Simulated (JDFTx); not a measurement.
## ZrB2 under changes of volume

One of the cells (10.249 Å³/atom); the others are scaled copies at fixed shape and fractional positions:

```
CELL_PARAMETERS angstrom
3.17000 0.00000 0.00000
-1.58500 2.74530 0.00000
0.00000 0.00000 3.53300
ATOMIC_POSITIONS crystal
Zr 0.00000 0.00000 0.00000
B 0.66667 0.33333 0.50000
B 0.33333 0.66667 0.50000
```

```yaml
Program: JDFTx 1.7.0 (patched build)
Functional: PBEsol
Potentials_or_basis: PseudoDojo-SR-PBEsol-0.4.1-standard with smoothed tails
Cutoff: 1034 eV
Density_cutoff: 8272 eV
k_mesh: 10 × 10 × 8
Occupations: fermi-dirac, width 0.05 eV
Spin: no spin polarisation
```

| volume (Å³/atom) | energy over the lowest point (meV/atom) | pressure (GPa) |
| --- | --- | --- |
| 9.634 | 17.44 | 12.7 |
| 9.839 | ? | ? |
| 10.044 | 0.00 | 1.2 |
| 10.249 | 1.62 | -3.7 |
| 10.454 | 9.27 | -8.2 |
| 10.659 | 22.38 | -12.3 |
| 10.864 | 40.44 | -16.0 |

Q: What does the run at 9.839 Å³/atom give?

A: Energy over the lowest point 5.04 meV/atom; pressure 6.7 GPa.

Worked out: A Birch-Murnaghan fit of order 3 (a polynomial in V^(-2/3)) to the other rows has its minimum at 10.09 Å³/atom with B0 = V·E''(V) = 250 GPa and B' = 3.9 at fixed shape and positions, which overstates the stiffness. It gives 5.04 meV/atom at 9.839 Å³/atom, against the run's 5.04, and -dE/dV = 6.7 GPa, against 6.7.

Energies are extrapolated to zero smearing.
